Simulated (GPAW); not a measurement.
Crystal: BP.

```
CELL_PARAMETERS angstrom
0.00000 2.26900 2.26900
2.26900 0.00000 2.26900
2.26900 2.26900 0.00000
ATOMIC_POSITIONS crystal
P 0.75000 0.75000 0.75000
B 0.00000 0.00000 0.00000
```

Base run:

* Program: GPAW 26.7.0
* Functional: RPBE
* Potentials or basis: the program's PAW data sets (release 1.2.1) made for this functional
* Cutoff: 800 eV
* Basis: pw
* k mesh: 10 × 10 × 10
* Occupations: fermi-dirac, width 0.05 eV
* Spin: no spin polarisation

Its results: band gap on the k mesh 1.27 eV, indirect (least direct gap 3.41 eV); pressure 4.2 GPa.

**Question.** The run is repeated on the same cell with these changes: functional from RPBE to revPBE; band points from 80 to 60. What comes out?

**Answer.** Band gap on the k mesh 1.26 eV, indirect (least direct gap 3.41 eV); pressure 3.5 GPa.
